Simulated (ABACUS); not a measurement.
## W: equation of state with PBE

The system is W.

```xyz
1
Lattice="-1.5823 1.5823 1.5823 1.5823 -1.5823 1.5823 1.5823 1.5823 -1.5823" Properties=species:S:1:pos:R:3 pbc="T T T"
W     0.0000    0.0000    0.0000
```

```json
{
 "Program": "ABACUS 3.10.1",
 "Task": "equation of state",
 "Functional": "PBE",
 "Potentials or basis": "PseudoDojo NC SR 0.5 PBE standard",
 "Cutoff": "1361 eV",
 "Density cutoff": "5442 eV",
 "Basis": "TZDP LCAO (the cutoffs set its grid)",
 "k mesh": "11 × 11 × 11",
 "Occupations": "fermi-dirac, width 0.05 eV",
 "Spin": "no spin polarisation",
 "Orbital files": "W W_confined-atom_7au_4s3p3d1f.orb",
 "Radial cutoff of the potentials (pseudo_rcut)": "10 bohr",
 "SCF threshold on the density": "1e-07",
 "Max SCF steps": "100",
 "Eigensolver": "genelpa",
 "Mixing": "broyden",
 "Mixing share": "0.7",
 "Symmetry key": "1",
 "Bands": "11"
}
```

* Equilibrium volume: 16.21 Å³/atom
* Bulk modulus: 301 GPa
* Pressure derivative of the bulk modulus: 4.0 (rough: it moves with the points fitted)

Energy against volume, from the lowest point:
```tsv
volume (Å³/atom)	energy (meV/atom)
14.897	114.57
15.531	28.43
16.165	0.00
16.798	18.99
```

All runs of the series together: 15 s on 4 threads of Intel(R) Xeon(R) 6975P-C (Granite Rapids), with other jobs on the host.

Caveat: the atomic orbitals were generated for these runs and aren't a published set; the basis of atomic orbitals isn't converged, which shifts pressures, moduli and gaps. The run has no spin-orbit coupling, so splittings on W are missing.
